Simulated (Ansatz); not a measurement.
Runs of Ansatz 0.2.0 on TiNi. Symmetry: P4/mmm, No. 123, tetragonal system. Conventional cell: a = 2.736 Å, b = 2.736 Å, c = 3.581 Å, α = 90.00°, β = 90.00°, γ = 90.00°. Ni (site symmetry 4/mmm) is surrounded by 8 Ti at 2.64 Å and 4 Ni at 2.74 Å. Around Ti (site symmetry 4/mmm) lie 8 Ni at 2.64 Å and 4 Ti at 2.74 Å. The cell comes from a database or a generator and needn't be the stable form of this composition.

```tsv
task	level	U	cell	cutoff (eV)	basis error allowed	gap on the mesh (eV)	pressure (GPa)	moment (μB)
density of states	PBEsol	-	as given	269	0.001 eV/atom	none	-6.3	0.00
relaxation of cell and atoms	PBEsol	-	relaxed to 30 GPa	-	0.001 eV/atom	-	30.0	0.00
relaxation of cell and atoms	PBEsol	-	relaxed to 20 GPa	-	0.001 eV/atom	-	20.0	0.00
density of states	PBEsol+U	Ni d U = 2 eV, Ti d U = 2 eV	as given	269	0.001 eV/atom	none	(a)	0.92
relaxation of cell and atoms	PBEsol	-	relaxed to 10 GPa	-	0.001 eV/atom	-	10.0	0.00
single point	PBEsol	-	as given	269	0.001 eV/atom	none	-6.3	0.00
relaxation of cell and atoms	PBEsol	-	relaxed to 5 GPa	-	0.001 eV/atom	-	5.0	0.00
```

Alike in all rows: potentials or basis all-electron LAPW, scalar-relativistic; spin collinear, ferromagnetic start; k mesh 10 × 10 × 8; smearing fermi-dirac 0.05 eV.

Question: Estimate the missing entries.

Answer: (a) -1.7.

Caveats: the starting moments weren't kept (some runs); the magnetic state may not be the lowest (some runs); U is the effective U less J, on atomic orbitals that reach past the spheres (some runs); the U is typed as a test and isn't derived for this compound (some runs).

A gap of «none» marks a metal or a gap under the smearing width.
